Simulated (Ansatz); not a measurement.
The system is MnSb.

```
Sb Mn
1.0
     4.15000    0.00000    0.00000
    -2.07500    3.59401    0.00000
     0.00000    0.00000    5.78000
Sb Mn
2 2
Cartesian
  2.0750 1.1980 4.3350
  0.0000 2.3960 1.4450
  0.0000 0.0000 2.8900
  0.0000 0.0000 0.0000
```

Base run:

| Quantity | Value |
| --- | --- |
| Program | Ansatz 0.2.0 |
| Functional | PBEsol |
| Potentials or basis | Ansatz PAW |
| Cutoff | 420 eV |
| Density cutoff | 1680 eV |
| k mesh | 7 × 7 × 5 |
| Occupations | fermi-dirac, width 0.05 eV |
| Spin | collinear spin, ferromagnetic start |
| Starting moments | [0.0, 0.0, 4.0, 4.0] μB |
| Hubbard terms | Mn d U = 1 eV |

Its results: band gap on the k mesh none (metal or under the smearing width); pressure -3.5 GPa; net moment 7.25 μB per cell; site moments Sb -0.14; Mn +3.71 μB.

Question: The run is repeated on the same cell with these changes: hubbard terms from Mn d U = 1 eV to Mn d U = 2 eV. What comes out?

Answer: Band gap on the k mesh none (metal or under the smearing width); pressure -0.5 GPa; net moment 7.63 μB per cell; site moments Sb -0.15; Mn +3.91 μB.

Caveats: the magnetic or orbital state may not be the lowest; only a ferromagnetic start was run, and an antiferromagnetic order may lie lower in energy; the PAW data sets come from PBE, with cores solved anew for the run's functional, which leaves a small shift of forces and pressure; the U is typed as a test and isn't derived for this compound; the density of states is complete only up to the lowest level of the last band computed.

Not every run made on this cell is shown here.
